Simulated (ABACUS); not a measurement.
Crystal: Pb.

```
CELL_PARAMETERS angstrom
-1.97966 1.97966 1.97966
1.97966 -1.97966 1.97966
1.97966 1.97966 -1.97966
ATOMIC_POSITIONS crystal
Pb 0.00000 0.00000 0.00000
```

This isn't the form of Pb at room conditions, which is fcc.

* Program: ABACUS 3.10.1
* Task: single point
* Functional: PBE
* Potentials or basis: PseudoDojo NC SR 0.4.1 PBE standard
* Cutoff: 1361 eV
* Density cutoff: 5442 eV
* Basis: DZP LCAO (the cutoffs set its grid)
* k mesh: 9 × 9 × 9
* Occupations: fermi-dirac, width 0.05 eV
* Spin: no spin polarisation

On this cell: pressure 2.1 GPa; band gap on the k mesh none (metal or under the smearing width).

The same run follows on a disturbed copy (cell strained at random at fixed volume):

```
Pb
1.0
    -2.06690    2.05040    2.08125
     1.99925   -1.93748    1.90067
     1.99103    1.86160   -1.96833
Pb
1
Direct
  0.00466 0.99633 0.00314
```

Task: What changes?

Result: The energy (extrapolated to zero smearing) moves by +6.3 meV/atom; pressure 2.8 GPa; band gap on the k mesh none (metal or under the smearing width).

Stress tensor (GPa, compression positive):
```
 2.82  0.36  0.39
 0.36  2.65 -0.52
 0.39 -0.52  2.88
```

Caveats: the atomic orbitals were generated for these runs and aren't a published set; the basis of atomic orbitals isn't converged, which shifts pressures, moduli and gaps.
